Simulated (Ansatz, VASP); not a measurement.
# AlGaAs2 in two plane-wave programs, part 2 of 2

Wanted: the spread between two codes on one cell, functional and k mesh. The cell is generated by rule, not measured, and may not be a known phase. The cell is taken from a series of runs on this material, whose earlier steps may have relaxed, scaled, displaced or heated it; both programs get it as it stands.

VASP 6.6.1 and Ansatz 0.2.0.

So far. Step 2 (VASP: single point, HSE06): The k-mesh is coarse for exact exchange; levels may shift by about 0.1 eV on a finer one.

The structure was built from a prototype and need not be the compound's stable phase.

## 3. Ansatz: single point, HSE06

Level of this step: Ansatz beside VASP: Kohn-Sham DFT, plane waves, HSE06 (Ansatz).

Ansatz runs on its PAW soft_1 files.

The same cell, functional and mesh now go to Ansatz, which takes its cutoff from its data sets.

input.yaml reads:

```yaml
crystal:
  lattice:
    - [4.0121004254, 0.0, 0.0]
    - [0.0, 4.0121774824, 0.0]
    - [0.0, 0.0, 11.3080197639]
  atoms:
    - { symbol: Ga, position: [0.0, 0.0, 0.0626448666] }
    - { symbol: As, position: [0.5, 0.0, 0.1872745596] }
    - { symbol: Ga, position: [0.5, 0.5, 0.3118934675] }
    - { symbol: As, position: [0.0, 0.5, 0.4369768512] }
    - { symbol: Al, position: [0.0, 0.0, 0.5619357869] }
    - { symbol: As, position: [0.5, 0.0, 0.6872607466] }
    - { symbol: Al, position: [0.5, 0.5, 0.8125828688] }
    - { symbol: As, position: [0.0, 0.5, 0.9375483135] }
kpoints:
  mp_grid: { grid: [4, 4, 2] }
  band_path:
    path:
      - [0.0, 0.0, 0.0]
      - [0.5, 0.0, 0.0]
      - [0.5, 0.5, 0.0]
      - [0.0, 0.5, 0.0]
      - [0.0, 0.0, 0.5]
      - [0.5, 0.0, 0.5]
      - [0.5, 0.5, 0.5]
      - [0.0, 0.5, 0.5]
    npoints: 1
hamiltonian:
  xc: hse06
  pseudopotentials: { kind: paw, azcp: { folder: "./paw" } }
scf:
  occupations: { method: fixed }
  n_extra_bands: 6
output:
  eigenvalues: true
```

The run is started by

```console
$ ansatz run input.yaml --threads 3 --pin off --max-ram 92160MiB --backend cuda --events-out ev --progress --plain --runs-dir out --devices 1 --max-vram 13GiB
```

Numbers of over 12 decimals in the logs are rounded to 6 here.

What it wrote:

```text
Warning: 4 symmetry operations that the atoms keep within the bar at which the run's group was sought (crystal.symmetry.tolerance 1.0e-5, or twice it) were not taken beside the 4 unitary ones that the detection took (of a slab, those that keep its plane). If the more symmetric cell is meant, write the vectors of crystal.lattice to more decimals, or, with the positions in fractional coordinates, give it by lengths and [...]
scf.n_extra_bands = 6 over 46 filled bands (N_el = 92.0): the run solves 52 bands
GPUs: using 1 of 1 available (devices: 1).
Engine: ansatz 0.2.0, x86_64-unknown-linux-gnu
Pseudopotentials: kind: paw
Pseudopotential: Ga, paw, valence charge 13, recommended cutoff 420 eV (normal), <dir>
Pseudopotential: As, paw, valence charge 15, recommended cutoff 420 eV (normal), <dir>
Pseudopotential: Al, paw, valence charge 3, recommended cutoff 420 eV (normal), <dir>
Functional definition: HSE06
  parameter a = 0.25
  parameter omega = 0.11/bohr
  exchange = pbe_x - a*pbe_x_sr(omega) + a*exact_x_sr(omega)
  correlation = pbe_c
davidson cushion auto → on  (no smearing: the cushion is to keep the highest requested band from converging to the state above it; pin scf.eigensolver.cushion to override)
device memory: the entry about to start is reckoned to put 2.6 GiB on a device that reports 68.0 GiB free (of which the cap on the GPU budget leaves the run 13.0 GiB)
GPU FFT provider: cuFFT
GPU libraries: cuBLAS 13.8.2, cuFFT 12.4.0, cuSOLVER 12.3.4
Crystal: 8 atoms, lattice volume = 182.028 Å³
Basis set: ecut = 420 eV, 3549 PW (Γ)
Bands: 52, of which v1, the nominal top of the filled ones, is band 46 counted from 1 (45 counted from 0)
Symmetry: 4 space group operations
Space group: Pmm2 (ITA 25), of the structure as read, at distance tolerance 5.7e-5 Å
k-points: 18 of 32
Non-local potential: Ga, projectors of the file, l = 0: 2, l = 1: 2, l = 2: 3, l = 3: 1
Non-local potential: As, projectors of the file, l = 0: 2, l = 1: 2, l = 2: 3, l = 3: 1
Non-local potential: Al, projectors of the file, l = 0: 2, l = 1: 2, l = 2: 1
PAW form: soft (Blöchl's): semilocal exchange-correlation on the pseudo side does not see the compensation charge
PAW frozen core: Ga, regenerated for the run's functional, and the local potential with it (the file was generated under x = pbe(κ = 0.804, μ = 0.219515), c = pbe(β = 0.066725))
PAW frozen core: As, regenerated for the run's functional, and the local potential with it (the file was generated under x = pbe(κ = 0.804, μ = 0.219515), c = pbe(β = 0.066725))
PAW frozen core: Al, regenerated for the run's functional, and the local potential with it (the file was generated under x = pbe(κ = 0.804, μ = 0.219515), c = pbe(β = 0.066725))
PAW one-centre angular grid: Ga, 590 points (default); XC on 64 Gauss nodes
PAW one-centre angular grid: As, 590 points (default); XC on 64 Gauss nodes
PAW one-centre angular grid: Al, 110 points (default); XC on 64 Gauss nodes
Initial density: superposition of atomic densities (chi_scale 0.1, normalization cell, long waves kept (reshape's long-wave potential 0.18 eV rms))
Initial wavefunctions: pseudopotential atomic-orbital guess
GPU buffer pool allocated for 58320 grid points (all kernels)
GPU transforms: local potential and band sums: pruned to the plane-wave sphere, on 27×27×75
Functional: x = pbe(κ = 0.804, μ = 0.219515), c = pbe(β = 0.066725), warm-up for x = pbe(κ = 0.804, μ = 0.219515) + 0.25 (exact − pbe) at short range (hse, ω = 0.207870 Å⁻¹), c = pbe(β = 0.066725); HSE06 as pw.x's `hse` composes it (authors' and Libxc's form: `xc: wpbeh`)
SCF iter   1: F=—  HF=-28068.619325 eV  |F-HF|=—  |Δ(HF+E_count)|=         —  Δρ=4.15e-2  dr2=2.27e0  ethr=1.00e-1  ⟨swp⟩=4.7  Hψ=2621  notcnv=0
preconditioner: auto → none  [insulator: Δε(μ)=1.208 eV  Ē_g=12.235 eV  n_scr=48 (ndim 8)  ℏωp=19.8 eV  f_vac=0.000]
SCF iter   2: F=—  HF=-28068.896831 eV  |F-HF|=—  |Δ(HF+E_count)|=   2.78e-1  Δρ=1.98e-2  dr2=1.10e0  ethr=2.46e-3  ⟨swp⟩=6.6  Hψ=2852  notcnv=0  defer=10
SCF iter   3: F=—  HF=-28069.362315 eV  |F-HF|=—  |Δ(HF+E_count)|=   4.65e-1  Δρ=1.38e-2  dr2=4.07e0  ethr=1.20e-3  ⟨swp⟩=5.7  Hψ=2528  notcnv=0  recentre
iter 4 solved again at ethr=2.20e-5 eV; its pass at ethr=1.20e-3 eV (dr2=2.02e-2 eV) is discarded
SCF iter   4: F=—  HF=-28068.725515 eV  |F-HF|=—  |Δ(HF+E_count)|=   6.37e-1  Δρ=2.43e-3  dr2=2.16e-2  ethr=2.20e-5  ⟨swp⟩=4.4  Hψ=4853  notcnv=0  defer=1
SCF iter   5: F=—  HF=-28068.723216 eV  |F-HF|=—  |Δ(HF+E_count)|=   2.30e-3  Δρ=8.67e-4  dr2=6.70e-4  ethr=2.20e-5  ⟨swp⟩=3.4  Hψ=2155  notcnv=0  defer=1
SCF iter   6: F=-28068.723479 eV  HF=-28068.723465 eV  |F-HF|=1.48e-5  |Δ(HF+E_count)|=   2.48e-4  Δρ=3.73e-4  dr2=1.09e-4  ethr=7.28e-7  ⟨swp⟩=4.3  Hψ=3034  notcnv=0
SCF 1 stopped early in 6 iterations: F = -28068.723479 eV  dr2 = 1.09e-4
  greatest PAW one-centre occupation: 0.999 electrons in one spin orbital (limit 2), on the As atom at site 1 (counted from 0), in its partial waves of l = 2
device memory: the entry about to start is reckoned to put 3.2 GiB (of the 3.2 GiB reckoned in all, the device holds 0.1 GiB already) on a device that reports 68.3 GiB free (of which the cap on the GPU budget leaves the run 12.9 GiB)
GPU FFT provider: cuFFT
GPU libraries: cuBLAS 13.8.2, cuFFT 12.4.0, cuSOLVER 12.3.4
Initial density: handed on by an earlier stage of this run
Initial wavefunctions: those handed on with the density
GPU buffer pool allocated for 58320 grid points (all kernels)
GPU transforms: local potential and band sums: pruned to the plane-wave sphere, on 27×27×75
Functional: x = pbe(κ = 0.804, μ = 0.219515) + 0.25 (exact − pbe) at short range (hse, ω = 0.207870 Å⁻¹), c = pbe(β = 0.066725); HSE06 as pw.x's `hse` composes it (authors' and Libxc's form: `xc: wpbeh`)
Exchange kernel: α = 0.2500, screened, ω = 0.2079 Å⁻¹, Wigner–Seitz truncation, v(0) = 1038.8750 eV·Å³, q-mesh 4×4×2, nearest image of the exchange supercell L = 16.05 Å, pair-density grid 20×20×48, without the augmentation charges, whose exchange is taken in its separable form by FFT convolution over the k-point mesh (sized by the pseudopotential files, 27×27×80 at the most), smooth part of the exact exchange by density-matrix convolution in up to 4.94 GiB of GPU memory as planned if the GPU has room (build and FFT work areas not counted)
Frozen-core exchange: fock
SCF iter   1: F=—  HF=-28075.760923 eV  |F-HF|=—  |Δ(HF+E_count)|=         —  Δρ=1.02e-2  dr2=7.68e-2  ethr=1.19e-6  ⟨swp⟩=8.0  Hψ=5199  notcnv=0
preconditioner: auto → none  [insulator: Δε(μ)=1.917 eV  Ē_g=13.969 eV  n_scr=48 (ndim 8)  ℏωp=19.8 eV  f_vac=0.033]
SCF iter   2: F=—  HF=-28075.705833 eV  |F-HF|=—  |Δ(HF+E_count)|=   5.51e-2  Δρ=2.37e-3  dr2=9.03e-3  ethr=1.19e-6  ⟨swp⟩=5.0  Hψ=4113  notcnv=0
SCF iter   3: F=—  HF=-28075.734021 eV  |F-HF|=—  |Δ(HF+E_count)|=   2.82e-2  Δρ=2.27e-3  dr2=3.37e-3  ethr=1.19e-6  ⟨swp⟩=4.2  Hψ=3878  notcnv=0
SCF iter   4: F=—  HF=-28075.733440 eV  |F-HF|=—  |Δ(HF+E_count)|=   5.81e-4  Δρ=6.79e-4  dr2=4.71e-4  ethr=1.19e-6  ⟨swp⟩=3.0  Hψ=2525  notcnv=0
SCF iter   5: F=—  HF=-28075.733495 eV  |F-HF|=—  |Δ(HF+E_count)|=   5.49e-5  Δρ=1.11e-4  dr2=4.13e-4  ethr=3.61e-7  ⟨swp⟩=3.9  Hψ=2341  notcnv=0
SCF iter   6: F=—  HF=-28075.733443 eV  |F-HF|=—  |Δ(HF+E_count)|=   5.21e-5  Δρ=3.68e-5  dr2=8.88e-5  ethr=2.98e-7  ⟨swp⟩=3.9  Hψ=2206  notcnv=0
SCF iter   7: F=—  HF=-28075.734204 eV  |F-HF|=—  |Δ(HF+E_count)|=   7.61e-4  Δρ=1.83e-4  dr2=4.73e-5  ethr=1.26e-8  ⟨swp⟩=5.0  Hψ=3690  notcnv=0
SCF iter   8: F=-28075.734185 eV  HF=-28075.734186 eV  |F-HF|=1.25e-6  |Δ(HF+E_count)|=   1.82e-5  Δρ=3.01e-5  dr2=3.29e-6  ethr=1.26e-8  ⟨swp⟩=4.0  Hψ=2853  notcnv=0
SCF 2 stopped early in 8 iterations: F = -28075.734185 eV  dr2 = 3.29e-6
hybrid outer 1: dexx = +3.458e-2 eV, tail = 1.87e-4 eV
GPU FFT provider: cuFFT
GPU libraries: cuBLAS 13.8.2, cuFFT 12.4.0, cuSOLVER 12.3.4
GPU buffer pool allocated for 58320 grid points (all kernels)
GPU transforms: local potential and band sums: pruned to the plane-wave sphere, on 27×27×75
Exchange kernel: α = 0.2500, screened, ω = 0.2079 Å⁻¹, Wigner–Seitz truncation, v(0) = 1038.8750 eV·Å³, q-mesh 4×4×2, nearest image of the exchange supercell L = 16.05 Å, pair-density grid 20×20×48, without the augmentation charges, whose exchange is taken in its separable form by FFT convolution over the k-point mesh (sized by the pseudopotential files, 27×27×80 at the most), smooth part of the exact exchange by density-matrix convolution in up to 4.94 GiB of GPU memory as planned if the GPU has room (build and FFT work areas not counted)
Frozen-core exchange: fock
SCF iter   1: F=—  HF=-28075.734702 eV  |F-HF|=—  |Δ(HF+E_count)|=         —  Δρ=6.49e-5  dr2=6.45e-6  ethr=1.02e-6  ⟨swp⟩=3.2  Hψ=2211  notcnv=0
preconditioner: auto → none  [insulator: Δε(μ)=1.980 eV  Ē_g=13.847 eV  n_scr=48 (ndim 8)  ℏωp=19.8 eV  f_vac=0.036]
SCF iter   2: F=—  HF=-28075.734711 eV  |F-HF|=—  |Δ(HF+E_count)|=   9.55e-6  Δρ=3.88e-5  dr2=2.10e-6  ethr=6.08e-9  ⟨swp⟩=4.8  Hψ=3925  notcnv=0  defer=1
iter 3 solved again at ethr=1.72e-10 eV; its pass at ethr=1.94e-9 eV (dr2=1.58e-7 eV) is discarded
SCF iter   3: F=—  HF=-28075.734711 eV  |F-HF|=—  |Δ(HF+E_count)|=   6.70e-7  Δρ=1.47e-5  dr2=1.95e-7  ethr=1.72e-10  ⟨swp⟩=2.7  Hψ=4495  notcnv=0
SCF iter   4: F=-28075.734711 eV  HF=-28075.734711 eV  |F-HF|=4.71e-8  |Δ(HF+E_count)|=   3.68e-8  Δρ=4.21e-6  dr2=8.29e-8  ethr=1.72e-10  ⟨swp⟩=3.2  Hψ=2245  notcnv=0
SCF 3 converged in 4 iterations: F = -28075.734711 eV  dr2 = 8.29e-8
hybrid outer 2: dexx = +5.764e-6 eV, tail = 3.52e-7 eV, Δε = 4.48e-3 eV (about 2.45e-4 eV left of the loop's levels)
device memory: the entry about to start is reckoned to put 1.0 GiB on a device that reports 73.8 GiB free (of which the cap on the GPU budget leaves the run 13.0 GiB)
NSCF: frozen V_eff on 8 k-points
hybrid SCF converged: 2 outer / 12 inner (+6 warm-up), last move |dexx| = 5.76e-6 eV, tail = 3.52e-7 eV
Stability not checked: this state was not tested for a lower state beside it, because the functional holds exact exchange (a hybrid, or Hartree-Fock), whose exchange loop this test does not read (fock_operator; see scf.lower_state_search)
Free energy (F): -28075.734711 eV
Frozen-core exchange: fock
Harris-Foulkes:  -28075.734711 eV  (|F-HF|=4.71e-8)
Internal energy: -28075.734711 eV  (E = F + TS)
E sigma→0 (E₀):  -28075.734711 eV
Fermi energy:    6.553199 eV
--- Per-component energies (eV) ---
  E_band       = -1440.270504
  E_kinetic    = 657.207305
  E_local      = -13465.454243  (includes V_loc(G=0)·N_el)
  E_nonlocal   = -1743.620730
  E_hartree    = 7553.557563
  E_xc         = -392.657856
  E_vxc        = -375.784761  (∫ρ·V_xc dr)
  E_exx        = -348.632907  (= α·E_x^exact, valence–valence)
  E_paw        = -12724.472403  (= ΣΔE_a)
  E_vpaw       = -922.450151  (= ΣTr[D̂ρ^β])
  E_aug_tail   = -0.000539  (compensation charges beyond the density's cutoff)
  E_ewald      = -7608.754760
  E_core_change = -2.906141  (= ΣΔE_core)
  E_smearing   = -0.000000  (= −TS)
  E_closure    = -0.000000  (closes the sum)
  Σ components = -28075.734711   (vs F -28075.734711, Δ=0.00e0)
--- Band table (eV; the first three rows and the last of 18) ---
  k-point 0: bands = [... 42 lower, 4.8912, 6.5289, 6.5290, 6.5532, 8.5342, 8.6434, 9.1082, 9.5904, ... 2 higher]
  k-point 1: bands = [... 42 lower, 5.7735, 5.7736, 6.0465, 6.0467, 8.6630, 8.9763, 9.5914, 9.6218, ... 2 higher]
  k-point 2: bands = [... 42 lower, 5.1303, 5.1515, 5.3110, 6.2874, 9.2812, 9.7663, 9.9567, 10.4557, ... 2 higher]
  k-point 17: bands = [... 42 lower, 3.5085, 3.5314, 3.5581, 3.5694, 9.4678, 9.7051, 9.7969, 10.0345, ... 2 higher]
```

## 4. Comparison

Known differences besides the potentials themselves: exact exchange at q = 0 is treated differently, which shows on coarse meshes; VASP keeps PBE cores, Ansatz makes them for the functional; fixed occupations in Ansatz, narrow Gaussian smearing in VASP; the data sets hold 92 valence electrons in Ansatz (on its PAW soft_1 files) and 52 in VASP; the cutoff is 420 eV in Ansatz and 400 eV in VASP; VASP takes a coarser grid for exact exchange (PRECFOCK = Fast). Total energies have different zeros and are not compared.

Compared:

```tsv
quantity	Ansatz	VASP	difference
gap on the k mesh (eV)	1.981	1.980	+0.001
```

A gap on the mesh is an upper bound, since the band edges may lie between its points.

## 5. Results

| Property | Result |
| --- | --- |
| difference in gap on the k mesh (single point, HSE06) | 6.5e-4 eV |

The difference in gap on the k mesh is 6.5e-4 eV (single point, HSE06), within the 0.08 eV picked in this series as the mark of a large difference. The data sets hold unlike numbers of valence electrons (92 in Ansatz and 52 in VASP), so part of the differences may come from the potentials. Such differences can come from data sets, numerical settings and the points named under the comparisons, not from the functional's error against experiment.

[Lines on the potential files, build, host, timing and source positions are cut from VASP's logs without a mark.]

[Logs are printed without paths, hosts, clocks, repeated set-up lines and the standing remarks that a program may print on its own settings, such as how far it seeks lower states.]

[Hosts, paths, dates, database ids (printed as entryN), source tags and the programs' standing remarks are cut or masked in the printed files.]
